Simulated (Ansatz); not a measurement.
# KF: a single-point run

The task is a single-point run on KF. The structure is shown as the input types it. The cell is built on a prototype (zincblende) and needn't be the phase found in nature.

Method: density functional or hybrid calculation with the settings of its input, plane waves (as first typed), in Ansatz 0.2.0.

6 further runs of the same task are left out: 1 for a known fault of the program, 5 that didn't finish.

## (1) The starting structure

The structure is cubic, space group F-43m (No. 216). The conventional cell has a = 5.871 Å, b = 5.871 Å, c = 5.871 Å, α = 90.00°, β = 90.00°, γ = 90.00°. K (site symmetry -43m) is surrounded by 4 F at 2.54 Å. Around F (site symmetry -43m) lie 4 K at 2.54 Å.

Structure file:

```cif
data_structure
_symmetry_space_group_name_H-M 'F-43m'
_symmetry_Int_Tables_number 216
_cell_length_a 5.8708
_cell_length_b 5.8708
_cell_length_c 5.8708
_cell_angle_alpha 90.000
_cell_angle_beta 90.000
_cell_angle_gamma 90.000
_cell_volume 202.35
loop_
_atom_site_label
_atom_site_type_symbol
_atom_site_symmetry_multiplicity
_atom_site_Wyckoff_symbol
_atom_site_fract_x
_atom_site_fract_y
_atom_site_fract_z
_atom_site_occupancy
K1 K 4 a 0.00000 0.00000 0.00000 1
F1 F 4 d 0.25000 0.25000 0.75000 1
```

## (2) Input and run

The input, input.yaml:

```yaml
crystal:
  lattice:
    - [0.0, 2.9354014298, 2.9354014298]
    - [2.9354014298, 0.0, 2.9354014298]
    - [2.9354014298, 2.9354014298, 0.0]
  atoms:
    - { symbol: K, position: [0.0, 0.0, 0.0] }
    - { symbol: F, position: [0.25, 0.25, 0.25] }
kpoints:
  mp_grid: { grid: [2, 4, 6] }
hamiltonian:
  xc: pbe
scf:
  occupations: { method: fixed }
  n_extra_bands: 4
output:
  forces: true
  stress: true
  eigenvalues: true
```

On the command line:

```console
$ ansatz run input.yaml --threads 4 --pin off --max-ram 3686MiB --backend cpu --events-out ev --progress --plain --runs-dir out
```

Q: Will this input give a usable result? If not, why, and what should change?

The program finished normally, with warnings (symmetry narrowed by mesh). Its log warns: «crystal.symmetry: narrowed to the stabiliser of the k-point mesh — unitary ops 24 → 2; excluded 22 operations that carry a point of the 2×4×6 mesh (shift [0, 0 ...»

Look at the input: kpoints.mp_grid.grid is [2, 4, 6]. The mesh has lower symmetry than the crystal, so equivalent directions are sampled differently.

Run again and compare: set kpoints.mp_grid.grid to [6, 6, 6].
